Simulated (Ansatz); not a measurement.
## Nudged elastic band run: Al$_{8}$N$_{7}$, charge -1

Input file:

```yaml
crystal:
  lattice:
    - [-3.11, -5.386678, 0.0]
    - [4.665, -2.693339, 0.0]
    - [0.0, 0.0, 4.98]
  atoms:
    - { symbol: Al, position: [0.50399101, 0.66033224, 0.0120087] }
    - { symbol: Al, position: [0.51106857, 0.28718745, 0.49841079] }
    - { symbol: "N", position: [0.4956906, 0.63277659, 0.39063498] }
    - { symbol: "N", position: [0.50588834, 0.33051709, 0.88594011] }
    - { symbol: Al, position: [0.25178894, 0.16636374, -0.01126742] }
    - { symbol: Al, position: [0.25698481, 0.83359362, 0.50075671] }
    - { symbol: "N", position: [0.24162796, 0.16416773, 0.36670954] }
    - { symbol: "N", position: [0.25418815, 0.82983149, 0.88407943] }
    - { symbol: Al, position: [-0.0006912, 0.66673178, 0.00199316] }
    - { symbol: Al, position: [-0.01005959, 0.34531398, 0.46078377] }
    - { symbol: "N", position: [-0.00520967, 0.6931794, 0.38597923] }
    - { symbol: "N", position: [0.00962361, 0.33911521, 0.84499301] }
    - { symbol: Al, position: [0.7668572, 0.18514531, 0.01619248] }
    - { symbol: Al, position: [0.72355786, 0.84589549, 0.51245287] }
    - { symbol: "N", position: [0.7512018, 0.8387593, 0.90382285] }
total_charge: -1
basis:
  ecutwfc: 420.0
kpoints:
  mp_grid: { grid: [2, 3, 3] }
hamiltonian:
  xc: pbe
  pseudopotentials: { kind: paw, azcp: { folder: soft_1 } }
scf:
  occupations: { method: gaussian, width: 0.02 }
  lower_state_search: "off"
neb:
  images: 5
  f_tol: 0.05
  initial_path: idpp
  max_iterations: 58
  spring: 1.0
  final_atoms:
    - { symbol: Al, position: [0.5, 0.64331888, 0.00909212] }
    - { symbol: Al, position: [0.5, 0.31595229, 0.51663213] }
    - { symbol: "N", position: [0.5, 0.65991097, 0.40186698] }
    - { symbol: "N", position: [0.75353954, 0.16163004, 0.36792792] }
    - { symbol: Al, position: [0.25955857, 0.18480943, -0.01647822] }
    - { symbol: Al, position: [0.25188254, 0.83419504, 0.50745231] }
    - { symbol: "N", position: [0.24646046, 0.16163004, 0.36792792] }
    - { symbol: "N", position: [0.25245093, 0.83652927, 0.88890955] }
    - { symbol: Al, position: [0.0, 0.67043154, 0.00319333] }
    - { symbol: Al, position: [0.0, 0.33232184, 0.49217647] }
    - { symbol: "N", position: [0.0, 0.66790349, 0.3850272] }
    - { symbol: "N", position: [0.0, 0.3425001, 0.87038866] }
    - { symbol: Al, position: [0.74044143, 0.18480943, -0.01647822] }
    - { symbol: Al, position: [0.74811746, 0.83419504, 0.50745231] }
    - { symbol: "N", position: [0.74754907, 0.83652927, 0.88890955] }
  order_check: true
```

Launched with:

```bash
$ ansatz run input.yaml --threads 1 --pin off --max-ram 3072MiB --backend cpu --events-out ev --progress --plain --runs-dir out
```

Output, in part (warnings, iteration lines):

```
NEB end point (image 0): max|allowed force component| = 2.623e-2 eV/Å (the criterion of neb.relax_end_points is 1.000e-2)
NEB end point (image 6): max|allowed force component| = 2.216e-2 eV/Å (the criterion of neb.relax_end_points is 1.000e-2)
NEB iter   1: max|band force component| = 5.630e0 eV/Å  barrier→ = 4.6269 eV  barrier← = 4.4527 eV  Δτ_max = 0.1915 Å  (59 SCF iters)
NEB iter   2: max|band force component| = 3.913e0 eV/Å  barrier→ = 2.4571 eV  barrier← = 2.2830 eV  Δτ_max = 0.2000 Å  (37 SCF iters)
NEB iter   3: max|band force component| = 2.409e0 eV/Å  barrier→ = 1.8895 eV  barrier← = 1.7154 eV  Δτ_max = 0.2000 Å  (41 SCF iters)
NEB iter   4: max|band force component| = 1.723e0 eV/Å  barrier→ = 2.0240 eV  barrier← = 1.8499 eV  Δτ_max = 0.1990 Å  (36 SCF iters)
NEB iter   5: max|band force component| = 9.681e-1 eV/Å  barrier→ = 1.9747 eV  barrier← = 1.8005 eV  Δτ_max = 0.1957 Å  (35 SCF iters)
NEB iter   6: max|band force component| = 7.035e-1 eV/Å  barrier→ = 1.8048 eV  barrier← = 1.6307 eV  Δτ_max = 0.1914 Å  (38 SCF iters)
NEB iter   7: max|band force component| = 6.776e-1 eV/Å  barrier→ = 1.6597 eV  barrier← = 1.4855 eV  Δτ_max = 0.1995 Å  (36 SCF iters)
NEB iter   8: max|band force component| = 5.454e-1 eV/Å  barrier→ = 1.5292 eV  barrier← = 1.3551 eV  Δτ_max = 0.2000 Å  (34 SCF iters)
NEB iter   9: max|band force component| = 1.021e0 eV/Å  barrier→ = 1.6140 eV  barrier← = 1.4399 eV  Δτ_max = 0.0992 Å  (35 SCF iters)
NEB iter  10: max|band force component| = 7.930e-1 eV/Å  barrier→ = 1.5924 eV  barrier← = 1.4183 eV  CI = image 3  Δτ_max = 0.2000 Å  (31 SCF iters)
NEB iter  11: max|band force component| = 1.110e0 eV/Å  barrier→ = 1.8664 eV  barrier← = 1.6923 eV  CI = image 3  Δτ_max = 0.1902 Å  (38 SCF iters)
NEB iter  12: max|band force component| = 5.745e-1 eV/Å  barrier→ = 1.9199 eV  barrier← = 1.7458 eV  CI = image 3  Δτ_max = 0.2000 Å  (36 SCF iters)
NEB iter  13: max|band force component| = 5.613e-1 eV/Å  barrier→ = 1.9711 eV  barrier← = 1.7969 eV  CI = image 3  Δτ_max = 0.1565 Å  (37 SCF iters)
NEB iter  14: max|band force component| = 2.832e-1 eV/Å  barrier→ = 1.9250 eV  barrier← = 1.7508 eV  CI = image 3  Δτ_max = 0.0731 Å  (34 SCF iters)
NEB iter  15: max|band force component| = 1.960e-1 eV/Å  barrier→ = 1.9082 eV  barrier← = 1.7340 eV  CI = image 3  Δτ_max = 0.0840 Å  (31 SCF iters)
NEB iter  16: max|band force component| = 1.193e-1 eV/Å  barrier→ = 1.9083 eV  barrier← = 1.7341 eV  CI = image 3  Δτ_max = 0.0175 Å  (32 SCF iters)
NEB iter  17: max|band force component| = 4.431e-2 eV/Å  barrier→ = 1.9080 eV  barrier← = 1.7338 eV  CI = image 3  Δτ_max = 0.0000 Å  (283 SCF iters)
```

It converged. The profile has 2 maxima (images 1, 3) with wells between them (image 2): this band takes more than one step, which may be the mechanism or a detour left from its start path. Neighbouring images differ by up to 1.4 eV, so the band resolves the path poorly. By the program's own check the climbing image is a first-order saddle point (lowest curvatures found: -5.12 and 4.05 eV/Å²). Limits of this set-up: coarse k mesh, no spin, though dangling bonds at a vacancy may carry it, a small cell, in which the defect meets its images, charged cell in a uniform background, uncorrected.

Final band (atoms are numbered from 1 in the order of the input):

```
image  path coordinate (Å)  energy (eV)  Al1–N4 (Å)  N4–Al5 (Å)  N4–Al10 (Å)
    0                 0.00         0.00        1.88        1.88         3.68
    1                 1.10         0.49        1.88        1.89         3.69
    2                 2.20         0.46        1.99        2.07         3.15
    3                 3.30         1.91        2.57        3.10         2.00
    4                 4.32         0.60        3.55        3.53         1.89
    5                 5.34         0.60        3.91        3.67         1.86
    6                 6.36         0.17        3.52        3.62         1.89
```

The run took 16 min on 1 thread of Arm Neoverse V1 (shared host), peak memory 0.55 GiB.
